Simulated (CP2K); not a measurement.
Runs of CP2K 2026.2 on InSe. It takes space group R3m (No. 160, trigonal). Conventional cell: a = 4.000 Å, b = 4.000 Å, c = 25.320 Å, α = 90.00°, β = 90.00°, γ = 120.00°. In (site symmetry 3m) is surrounded by 3 Se at 2.63 Å and 1 In at 2.82 Å. Around In (site symmetry 3m) lie 3 Se at 2.64 Å and 1 In at 2.82 Å. Around Se (site symmetry 3m) lie 3 In at 2.63 Å. Se (site symmetry 3m) has 3 In at 2.64 Å as nearest neighbours. 

```csv
potentials or basis,gap on the mesh (eV),pressure (GPa),largest force (eV/Å)
"GTH_POTENTIALS In GTH-PADE-q13, Se GTH-PADE-q6; DZVP-MOLOPT-SR-GTH basis",(c),(d),0.30
"POTENTIAL_UZH In GTH-SCAN-q13, Se GTH-SCAN-q6; DZVP-MOLOPT-SR-GTH basis",0.48,1.1,0.31
"GTH_POTENTIALS In GTH-PBE-q13, Se GTH-PBE-q6; DZVP-MOLOPT-SR-GTH basis",0.30,1.2,(a)
"GTH_POTENTIALS In GTH-BLYP-q13, Se GTH-BLYP-q6; DZVP-MOLOPT-SR-GTH basis",0.26,0.8,0.49
"POTENTIAL_UZH In GTH-PBE0-q13, Se GTH-PBE0-q6; DZVP-MOLOPT-SR-GTH basis",0.37,(b),0.33
```

Alike in all rows: task band structure; level PBEsol; no spin polarisation; cell as given; k mesh 8 × 8 × 8; smearing fermi-dirac 0.05 eV.

Problem. Estimate the missing entries.

Solution. (a) 0.46; (b) 1.8; (c) 0.32; (d) 0.0.

Caveats: the potentials were made for another functional, which shifts forces and pressure; spin-orbit coupling is left out, which moves the levels of the heavy elements; this functional lacks dispersion, which binds the layers, so the pressure and a relaxed spacing across them are unreliable; the basis of atomic orbitals isn't converged, which shifts pressures, moduli and gaps.

A k mesh can miss the band edges, and the runs leave out spin-orbit coupling on In, Se.
